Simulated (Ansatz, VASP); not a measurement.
# CaSiS3 in two plane-wave programs, part 2 of 2

Wanted: the spread between two codes on one cell, functional and k mesh. The cell is generated by rule, not measured, and may not be a known phase. The cell is taken from a series of runs on this material, whose earlier steps may have relaxed, scaled, displaced or heated it; both programs get it as it stands.

VASP 6.6.1 and Ansatz 0.2.0.

So far: Set-up; VASP: relaxation of cell and atoms, LDA.

The structure was built from a prototype and need not be the compound's stable phase.

## 3. Ansatz: relaxation of cell and atoms, LDA

Level of this step: Ansatz beside VASP: Kohn-Sham DFT, plane waves, LDA (Ansatz).

Ansatz runs on its PAW soft_1 files.

The same cell, functional (in two slightly different forms) and mesh now go to Ansatz, which takes its cutoff from its data sets.

Input file input.yaml:

```yaml
crystal:
  lattice:
    - [5.2882104354, -3.2580226166, 0.0]
    - [5.2882104354, 3.2580226166, 0.0]
    - [-3.2455320238, 0.0, 5.2351644649]
  atoms:
    - { symbol: Ca, position: [0.7432708749, 0.2567291251, 0.5] }
    - { symbol: Ca, position: [0.2381530719, 0.7618469281, 0.0] }
    - { symbol: Si, position: [0.9795899392, 0.5134303587, 0.2429074458] }
    - { symbol: Si, position: [0.4865696413, 0.0204100608, 0.7570925542] }
    - { symbol: S, position: [0.1601051446, 0.8398948554, 0.5] }
    - { symbol: S, position: [0.8305007048, 0.1694992952, 0.0] }
    - { symbol: S, position: [0.7866003094, 0.6645133131, 0.9129375935] }
    - { symbol: S, position: [0.281871674, 0.341704467, 0.5905269293] }
    - { symbol: S, position: [0.3354866869, 0.2133996906, 0.0870624065] }
    - { symbol: S, position: [0.658295533, 0.718128326, 0.4094730707] }
kpoints:
  mp_grid: { grid: [6, 6, 6] }
hamiltonian:
  xc: lda
  pseudopotentials: { kind: paw, azcp: { folder: soft_1 }, xc_functional: pbe }
scf:
  occupations: { method: fixed }
output:
  forces: true
  stress: true
  eigenvalues: true
relax:
  adjacent_minimum: "off"
  f_tol: 0.001
  max_steps: 60
  cell: { stress_tol: 0.01 }
```

Launch:

```console
$ ansatz run input.yaml --threads 4 --pin off --max-ram 16384MiB --backend cpu --events-out ev --progress --plain --runs-dir out
```

Numbers of over 12 decimals in the logs are rounded to 6 here.

The log of the run:

```text
Engine: ansatz 0.2.0, aarch64-unknown-linux-gnu
Pseudopotentials: kind: paw
Pseudopotential: Ca, paw, valence charge 10, recommended cutoff 420 eV (normal), soft_1/Ca.paw.azcp
Pseudopotential: Si, paw, valence charge 4, recommended cutoff 420 eV (normal), soft_1/Si.paw.azcp
Pseudopotential: S, paw, valence charge 6, recommended cutoff 420 eV (normal), soft_1/S.paw.azcp
Functional definition: SPW92
  exchange = slater_x
  correlation = pw_c
Crystal: 10 atoms, lattice volume = 180.394 Å³
Basis set: ecut = 420 eV, 3499 PW (Γ)
Bands: 42, of which v1, the nominal top of the filled ones, is band 32 counted from 1 (31 counted from 0)
Symmetry: 2 space group operations
Space group: C2 (ITA 5), of the structure as read, at distance tolerance 5.7e-5 Å
k-points: 68 of 216 (time reversal used)
Non-local potential: Ca, projectors of the file, l = 0: 3, l = 1: 2, l = 2: 2
Non-local potential: Si, projectors of the file, l = 0: 2, l = 1: 2, l = 2: 1
Non-local potential: S, projectors of the file, l = 0: 2, l = 1: 2, l = 2: 1
PAW form: soft (Blöchl's): semilocal exchange-correlation on the pseudo side does not see the compensation charge
PAW frozen core: Ca, regenerated for the run's functional, and the local potential with it (the file was generated under x = pbe(κ = 0.804, μ = 0.219515), c = pbe(β = 0.066725))
PAW frozen core: Si, regenerated for the run's functional, and the local potential with it (the file was generated under x = pbe(κ = 0.804, μ = 0.219515), c = pbe(β = 0.066725))
PAW frozen core: S, regenerated for the run's functional, and the local potential with it (the file was generated under x = pbe(κ = 0.804, μ = 0.219515), c = pbe(β = 0.066725))
PAW one-centre angular grid: Ca, 110 points (default); XC on 64 Gauss nodes
PAW one-centre angular grid: Si, 110 points (default); XC on 64 Gauss nodes
PAW one-centre angular grid: S, 110 points (default); XC on 64 Gauss nodes
Initial density: superposition of atomic densities (chi_scale 0.1, normalization cell, long waves kept (reshape's long-wave potential 0.00 eV rms))
Initial wavefunctions: pseudopotential atomic-orbital guess
Functional: x = slater, c = lda
SCF iter   1: F=—  HF=-9994.427519 eV  |F-HF|=—  |Δ(HF+E_count)|=         —  Δρ=5.60e-2  dr2=1.32e1  ethr=3.10e-3  ⟨swp⟩=7.9  Hψ=13863  notcnv=0  defer=480
preconditioner: auto → Resta (q_TF=auto, 2.296 Å⁻¹)  ε∞=6.4  [insulator: Δε(μ)=0.929 eV  Ē_g=8.242 eV  n_scr=32 (ndim 8)  ℏωp=19.2 eV  f_vac=0.000  ε∞_Penn≈6.4]
SCF iter   2: F=—  HF=-9990.960097 eV  |F-HF|=—  |Δ(HF+E_count)|=    3.47e0  Δρ=2.31e-2  dr2=1.97e0  ethr=3.10e-3  ⟨swp⟩=4.9  Hψ=7208  notcnv=0  defer=525
SCF iter   3: F=—  HF=-9990.361671 eV  |F-HF|=—  |Δ(HF+E_count)|=   5.98e-1  Δρ=6.91e-3  dr2=1.27e-1  ethr=3.07e-3  ⟨swp⟩=3.2  Hψ=5000  notcnv=0  defer=541
SCF iter   4: F=—  HF=-9990.320973 eV  |F-HF|=—  |Δ(HF+E_count)|=   4.07e-2  Δρ=2.00e-3  dr2=9.46e-3  ethr=1.99e-4  ⟨swp⟩=3.4  Hψ=4803  notcnv=0  defer=544
SCF iter   5: F=—  HF=-9990.318995 eV  |F-HF|=—  |Δ(HF+E_count)|=   1.98e-3  Δρ=4.90e-4  dr2=4.22e-4  ethr=1.48e-5  ⟨swp⟩=3.3  Hψ=5061  notcnv=0  defer=544
SCF iter   6: F=—  HF=-9990.318972 eV  |F-HF|=—  |Δ(HF+E_count)|=   2.33e-5  Δρ=8.39e-5  dr2=1.40e-5  ethr=6.60e-7  ⟨swp⟩=2.1  Hψ=4136  notcnv=0  defer=544
SCF iter   7: F=—  HF=-9990.319066 eV  |F-HF|=—  |Δ(HF+E_count)|=   9.44e-5  Δρ=2.28e-5  dr2=8.87e-7  ethr=2.18e-8  ⟨swp⟩=2.1  Hψ=4769  notcnv=0  defer=543
SCF iter   8: F=—  HF=-9990.319066 eV  |F-HF|=—  |Δ(HF+E_count)|=   7.95e-9  Δρ=8.06e-6  dr2=1.90e-7  ethr=1.56e-10  ⟨swp⟩=19.4  Hψ=22766  notcnv=0
SCF iter   9: F=-9990.319066 eV  HF=-9990.319066 eV  |F-HF|=1.53e-9  |Δ(HF+E_count)|=   4.47e-8  Δρ=2.14e-6  dr2=6.04e-9  ethr=1.56e-10  ⟨swp⟩=5.0  Hψ=10109  notcnv=0
SCF 1 converged in 9 iterations: F = -9990.319066 eV  dr2 = 6.04e-9
  greatest PAW one-centre occupation: 0.996 electrons in one spin orbital (limit 2), on the Ca atom at site 1 (counted from 0), in its partial waves of l = 0
relax step   1: F+E_penalty+E_count = -9990.31906627 eV  Δ(F+E_penalty+E_count) = +0.000e0 eV  max|allowed force component| = 1.018e-3 eV/Å  Δτ_max = 0.0000 Å  P = +0.001 GPa  Ω = 180.394 Å³  (9 SCF iters, dr2 threshold 1.00e-7 eV, accepted)
[...]
relax step   2: F+E_penalty+E_count = -9990.31906631 eV  Δ(F+E_penalty+E_count) = -3.308e-8 eV  max|allowed force component| = 1.019e-3 eV/Å  Δτ_max = 0.0002 Å  P = +0.000 GPa  Ω = 180.397 Å³  energy of the carried Pulay correction = -5.448e-7 eV  (5 SCF iters, dr2 threshold 6.47e-11 eV, accepted)
[...]
relax step   3: F+E_penalty+E_count = -9990.31906655 eV  Δ(F+E_penalty+E_count) = -2.404e-7 eV  max|allowed force component| = 7.050e-4 eV/Å  Δτ_max = 0.0001 Å  P = +0.000 GPa  Ω = 180.397 Å³  energy of the carried Pulay correction = -5.049e-7 eV  (4 SCF iters, dr2 threshold 6.49e-11 eV, accepted)
[...]
relax step   4: F+E_penalty+E_count = -9990.31906652 eV  Δ(F+E_penalty+E_count) = +2.439e-8 eV  max|allowed force component| = 7.051e-4 eV/Å  Δτ_max = 0.0000 Å  P = +0.000 GPa  Ω = 180.397 Å³  stress off target by 1.86e-3 GPa  SCF on the basis re-selected at this cell (its energy is not comparable with the rows above)  (5 SCF iters)
basis re-selected at this cell: Δ(F+E_penalty+E_count) = +2.439e-8 eV, ΔP = +0.000 GPa vs the last step (what re-selecting the basis moved, of the pressure what is left beyond the Pulay correction that the steps carried, after the strain that the cell walked since its last selection, with what the two solves' SCF thresholds leave and, on support functions, any second-order correction that the steps lacked; it is no m [...]
SCF converged after 5 iterations
Free energy (F): -9990.319067 eV
Harris-Foulkes:  -9990.319067 eV  (|F-HF|=0.00e0)
Internal energy: -9990.319067 eV  (E = F + TS)
E sigma→0 (E₀):  -9990.319067 eV
Fermi energy:    7.813587 eV
--- Per-component energies (eV) ---
  E_band       = -171.692950
  E_kinetic    = 1243.342261
  E_local      = -1970.534712  (includes V_loc(G=0)·N_el)
  E_nonlocal   = 443.573475
  E_hartree    = 622.570153
  E_xc         = -902.066152
  E_vxc        = -920.838672  (∫ρ·V_xc dr)
  E_paw        = -6076.761518  (= ΣΔE_a)
  E_vpaw       = -212.375659  (= ΣTr[D̂ρ^β])
  E_aug_tail   = 0.000059  (compensation charges beyond the density's cutoff)
  E_ewald      = -3352.096813
  E_core_change = 1.654180  (= ΣΔE_core)
  E_smearing   = -0.000000  (= −TS)
  E_closure    = 0.000000  (closes the sum)
  Σ components = -9990.319067   (vs F -9990.319067, Δ=0.00e0)
--- Forces (eV/Å), atoms counted from 1 ---
  atom   1  Ca     0.00000000    -0.00014674     0.00000000
  atom   2  Ca     0.00000000     0.00004811     0.00000000
  atom   3  Si     0.00031274    -0.00070507     0.00030950
  atom   4  Si    -0.00031274    -0.00070507    -0.00030950
  atom   5  S      0.00000000     0.00007143     0.00000000
  atom   6  S      0.00000000    -0.00001580     0.00000000
  atom   7  S      0.00029545     0.00010370     0.00002538
  atom   8  S      0.00038817     0.00062310    -0.00042432
  atom   9  S     -0.00029545     0.00010370    -0.00002538
  atom  10  S     -0.00038817     0.00062310     0.00042432
  max |Σ_I F_I| component: 4.46e-7 eV/Å
--- Stress (GPa, compression-positive) ---
        0.001393       0.000000       0.000976
        0.000000       0.000010       0.000000
        0.000976       0.000000      -0.000200
  P = ⅓ Tr σ = 0.0004 GPa (0.004 kbar)
--- Band table (eV; the first three rows and the last of 68) ---
  k-point 0: bands = [... 28 lower, 7.0832, 7.2887, 7.4836, 7.8136, 8.8086, 10.6087, 10.9571, 11.1449, ... 6 higher]
  k-point 1: bands = [... 28 lower, 7.1230, 7.3502, 7.4775, 7.7569, 8.7657, 10.4489, 10.8178, 11.1612, ... 6 higher]
  k-point 2: bands = [... 28 lower, 6.9451, 7.2094, 7.4719, 7.7461, 8.6534, 9.6447, 11.1131, 11.5030, ... 6 higher]
  k-point 67: bands = [... 28 lower, 6.7337, 6.7393, 6.8088, 6.8119, 9.0068, 9.0690, 11.7991, 11.8871, ... 6 higher]
--- Relaxed structure (3 steps of the walk, 3 accepted, 1 SCFs on fresh bases) ---
  F+E_penalty+E_count = -9990.31906652 eV   max|allowed force component| = 7.051e-4 eV/Å   (the final SCF, on the basis selected at the relaxed cell)
  cell:  # Å, volume = 180.3971 Å³
    - [5.288423, -3.258106, -1.8442346117137867e-5]
    - [5.288423, 3.258106, -1.8442346117137942e-5]
    - [-3.245681, 0, 5.234908]
  atoms:
    - { symbol: Ca, position: [0.743240, 0.256760, 0.500000] }
    - { symbol: Ca, position: [0.238109, 0.761891, 0.0] }
    - { symbol: Si, position: [0.979621, 0.513416, 0.242914] }
    - { symbol: Si, position: [0.486584, 0.020379, 0.757086] }
    - { symbol: S, position: [0.160087, 0.839913, 0.500000] }
    - { symbol: S, position: [0.830477, 0.169523, 0] }
    - { symbol: S, position: [0.786629, 0.664504, 0.912937] }
    - { symbol: S, position: [0.281901, 0.341700, 0.590549] }
    - { symbol: S, position: [0.335496, 0.213371, 0.087063] }
    - { symbol: S, position: [0.658300, 0.718099, 0.409451] }
```

## 4. Differences

Known differences besides the potentials themselves: fixed occupations in Ansatz, narrow Gaussian smearing in VASP; the cutoff is 420 eV in Ansatz and 500 eV in VASP; VASP's log shows a relativistic correction to its local exchange, Ansatz's none; Ansatz adds a Pulay correction to the stress that steers its cell, VASP none. Total energies have different zeros and are not compared.

Compared:

| quantity | Ansatz | VASP | difference |
| --- | --- | --- | --- |
| volume (Å³) | 180.40 | 180.44 | -0.02 % |
| edge a after relaxation, in the typed setting (Å) | 6.212 | 6.212 | +0.00 % |
| edge c after relaxation, in the typed setting (Å) | 6.159 | 6.161 | -0.03 % |

## 5. What came out

- difference in edge c after relaxation, in the typed setting (relaxation of cell and atoms, LDA): -0.026 %

The difference in edge c after relaxation, in the typed setting is -0.026 % (relaxation of cell and atoms, LDA), within the 1.2 % picked in this series as the mark of a large difference, as far as the stopping tolerances let one tell. How closely two codes agree says nothing of how well the functional describes the real material.

[Lines on the potential files, build, host, timing and source positions are cut from VASP's logs without a mark.]

[Logs are printed without paths, hosts, clocks, repeated set-up lines and the standing remarks that a program may print on its own settings, such as how far it seeks lower states.]

[Hosts, paths, dates, database ids (printed as entryN), source tags and the programs' standing remarks are cut or masked in the printed files.]
